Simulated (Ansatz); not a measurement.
Input of an Ansatz 0.2.0 run:

input.yaml

```yaml
crystal:
  lattice:
    - [2.8270770242, 0.0, 0.0]
    - [-1.4135385121, 2.4483205214, 0.0]
    - [0.0, 0.0, 9.18599307]
  atoms:
    - { symbol: Al, position: [0.6666666667, 0.3333333333, 0.75] }
    - { symbol: Al, position: [0.0, 0.0, 0.5] }
    - { symbol: Al, position: [0.3333333333, 0.6666666667, 0.25] }
    - { symbol: Al, position: [0.0, 0.0, 0.0] }
hamiltonian:
  xc: pbe
  pseudopotentials: { kind: paw }
kpoints:
  mp_grid: { grid: [11, 11, 3] }
scf:
  occupations: { method: fermi_dirac, width: 0.05 }
output:
  forces: true
  stress: true
  eigenvalues: true
  write_density: true
  write_potential: true
  elf: true
  volumetric_format: npy
```

Potentials or basis: Ansatz PAW.

The run is started by

```bash
$ ansatz run input.yaml --threads 2 --pin off --max-ram 5120MiB --backend cpu --events-out ev --progress --plain --runs-dir out
```

Predict the pressure.

3.6 GPa.

Predict the band gap on the k mesh.

none (metal or under the smearing width).

Stress tensor (GPa, compression positive):
```
2.89 0.00 0.00
0.00 2.89 0.00
0.00 0.00 4.91
```
